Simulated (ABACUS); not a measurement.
Runs of ABACUS 3.10.1 on Rb. It takes space group Im-3m (No. 229, cubic). Conventional cell: a = 5.605 Å, b = 5.605 Å, c = 5.605 Å, α = 90.00°, β = 90.00°, γ = 90.00°. 

```csv
task,level,potentials or basis,cell,k mesh,cutoff (eV),orbital files,SCF threshold on the density,eigensolver,symmetry key,threshold of the eigensolver,gap on the mesh (eV),pressure (GPa)
single point,PBE,"PseudoDojo NC SR 0.4.1 PBE standard, DZP LCAO (the cutoffs set its grid)",as given,7 × 7 × 7,1361,Rb Rb_confined-atom_10au_3s2p1d.orb,1e-07,genelpa,1,-,none,-0.2
single point,LDA-PW92,"GBRV ultrasoft 1.5 LDA, plane waves",as given,6 × 6 × 6,544,-,1e-08,dav,1,-,none,-0.3
relaxation of cell and atoms,LDA-PW92,"GBRV ultrasoft 1.5 LDA, plane waves",relaxed,6 × 6 × 6,544,-,1e-08,dav,1,-,none,0.0
single point,PBE,"PseudoDojo NC SR 0.4.1 PBE standard, DZP LCAO (the cutoffs set its grid)",cell strained at random at fixed volume,7 × 7 × 7,1361,Rb Rb_confined-atom_10au_3s2p1d.orb,1e-07,genelpa,1,-,none,-0.2
single point,PBE,"PseudoDojo NC SR 0.4.1 PBE standard, TZDP LCAO (the cutoffs set its grid)",as given,7 × 7 × 7,1361,Rb Rb_confined-atom_10au_4s3p2d1f.orb,1e-07,genelpa,1,-,none,(a)
```

Alike in all rows: no spin polarisation; smearing fermi-dirac 0.05 eV.

Question: Fill in the values left out.

Answer: (a) 0.1.

Caveats: the atomic orbitals were generated for these runs and aren't a published set (some runs); the basis of atomic orbitals isn't converged, which shifts pressures, moduli and gaps (some runs).

A k mesh can miss the band edges, and the runs leave out spin-orbit coupling on Rb.

A gap of «none» marks a metal or a gap under the smearing width.
